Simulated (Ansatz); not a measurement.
**TiC: strain energy, fitted**

TiC, Fm-3m, a = 4.293 Å. Ansatz: PBEsol, PAW, 420 eV, Γ-centred 18×18×12 mesh on 4 atoms, Gaussian smearing 0.10 eV; no spin polarisation. Series: biaxial strain in the a-b plane, c and atoms relaxed; x is the strain in per cent. The axes a, b, c are those of the computed cell (3.036, 3.036, 4.293 Å), along [1 1 0], [-1 1 0], [0 0 1] of the cell named above. y is the free energy over the unstrained cell, V0 = 9.892 Å³/atom.

```
x (%) y (meV/atom)
 -6.0             ?
 -4.0         70.81
 -2.0         16.48
  0.0          0.00
  2.0         14.31
  4.0         53.72
  6.0        113.46
```

Fit y = c2 x² + c3 x³ to the other rows, turn c2 into a modulus, and predict the missing energy.

Least squares on the rows shown. y = 3.9060 x² − 0.12690 x³. In eV per unit strain² c2 is 39.06; M is the biaxial modulus (E = M V0 ε²): 39.06 × 160.2 / (9.892) = 633 GPa. At x = -6.0 the fit asked for gives 168.03 meV/atom. The run gave 171.69 meV/atom, so the fit is 3.66 meV/atom too low, 2.1 % of the span of the series, against an rms of 0.36 meV/atom on the fitted rows. The row lies outside the fitted range. With a term in x⁴ added, a fit to the same known rows predicts 171.18 meV/atom, so most of the miss is curvature that the known rows already hold.